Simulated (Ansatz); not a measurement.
Born–Oppenheimer molecular dynamics of a periodic cell of 12 atoms, WS₂ (start crystal WS2, start structure R3m, volume 1.1 times the crystal's). It starts from an unrelaxed structure (largest force component 2.00 eV/Å).

Theory: Ansatz 0.2.0, DFT LDA, scalar-relativistic, plane waves, PAW. Settings: cutoff 420 eV, k mesh 2x2x2, fermi-dirac smearing 0.17 eV, no spin polarisation.

```json
{"ensemble": "NVT, Langevin thermostat", "time step": "3 fs", "steps asked": "220", "set temperature": "2000 K", "friction": "0.02 /fs", "seed": "599008"}
```

First frame:

```xyz
12
Lattice="-3.2599 -1.8821 6.3623 3.2599 -1.8821 6.3623 0.0000 3.7643 6.3623" Properties=species:S:1:pos:R:3
W 0.000 0.000 0.000
S 0.000 0.000 4.766
S 0.000 0.000 7.997
W 0.000 -1.882 6.362
S 0.000 -1.882 11.128
S 0.000 -1.882 14.360
W -1.630 0.941 6.362
S -1.630 0.941 11.128
S -1.630 0.941 14.360
W 1.630 0.941 6.362
S 1.630 0.941 11.128
S 1.630 0.941 14.360
```

Q: What does the run give?

A: All steps were run.

- steps done: 220
- time covered: 660 fs
- mean temperature over the second half: 2039 K
- spread of the potential energy over the second half: 57.8 meV per atom
- mean potential energy of the second half above the start: 182.0 meV per atom

A run of 0.66 ps of so small a system gives no equilibrium averages. Limits of this set-up: coarse k mesh.

Q: What happens to the structure?

A: Mean squared displacements from the first frame to the last, about the centre of mass: W 0.03 Å², S 0.08 Å². The details hang on the random start.

Q: How do temperature and energy run in time?

A: 
```
time (fs)  T (K)  potential energy less start (eV)
      0.0   1833                             0.000
     54.0   1730                             1.847
    108.0   2380                             1.644
    162.0   1852                             1.479
    216.0   1307                             2.297
    270.0   1767                             2.133
    324.0   1811                             2.720
    378.0   2342                             2.132
    432.0   1710                             3.685
    486.0   1306                             1.673
    540.0   1838                             1.019
    594.0   2480                             1.458
    648.0   3190                             2.455
```

Run time: 21 min on 1 thread of Arm Neoverse V1 (shared host), peak memory 0.53 GiB.
